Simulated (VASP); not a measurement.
Write the native input for VASP 6.6.1 that does the following.

```yaml
Task: relaxation of cell and atoms
Functional: PBE
Potentials_or_basis: VASP PAW PBE potentials, release 64 (Al, As)
Cutoff: 520 eV
k_mesh: 2 × 2 × 2
Occupations: gaussian, width 0.02 eV
Spin: no spin polarisation
Further_INCAR_settings: ALGO = Normal; EDIFF = 1e-07; IBRION = 2; EDIFFG = -0.002; NSW = 80; ISIF = 3
```

The structure of AlAs lies in POSCAR:

```
AlAs
1.0
    0.0000000000      2.8304000000      2.8304000000
    2.8304000000      0.0000000000      2.8304000000
    2.8304000000      2.8304000000      0.0000000000
Al As
1 1
Direct
    0.0000000000      0.0000000000      0.0000000000
    0.2500000000      0.2500000000      0.2500000000
```

One way to write it, as run:

INCAR

```
SYSTEM = AlAs
PREC     = Accurate       ! precision mode
ENCUT    = 520            ! plane-wave cutoff, eV
EDIFF    = 1E-7           ! SCF threshold, eV
ISMEAR   = 0              ! smearing method
SIGMA    = 0.02           ! smearing width, eV
LREAL    = .FALSE.        ! projectors in reciprocal space
LASPH    = .TRUE.         ! aspherical terms in the spheres
NELM     = 80             ! most SCF steps
ALGO     = Normal         ! electronic algorithm
ISIF     = 3              ! what is computed and relaxed
LWAVE    = .FALSE.        ! write WAVECAR
LCHARG   = .FALSE.        ! write CHGCAR
GGA      = PE             ! functional
IBRION   = 2              ! ionic algorithm
NSW      = 80             ! ionic steps
EDIFFG   = -0.002         ! ionic threshold
```

KPOINTS

```
Automatic mesh
0
G
  2 2 2
  0 0 0
```

Potentials or basis: VASP PAW PBE potentials, release 64 (Al, As).

The run is started by

```sh
$ cat potpaw_PBE.64/Al/POTCAR potpaw_PBE.64/As/POTCAR > POTCAR
$ mpirun -np 1 vasp_std > vasp.out
```

Results of the run:

- Relaxed volume: 25.18 Å³/atom
- Relaxed cell: a = 4.145 Å, b = 4.145 Å, c = 4.145 Å, α = 60.00°, β = 60.00°, γ = 60.00°
- Space group after relaxing (to 0.05 Å): F-43m (No. 216)
- Energy gained by relaxing: 57.0 meV/atom
- Ionic steps: 6
- Pressure after relaxing: 0.0 GPa
- Band gap on the k mesh: 1.20 eV, direct

Caveat: the k mesh is coarse (spacing up to 0.96 Å⁻¹), so the values aren't converged; the volume moved by +11 % from the deposited cell, more than functionals usually miss.

Wall time 13 s on 1 thread of Intel(R) Xeon(R) Platinum 8375C CPU @ 2.90GHz (Ice Lake), on a shared host, peak memory 0.16 GiB.
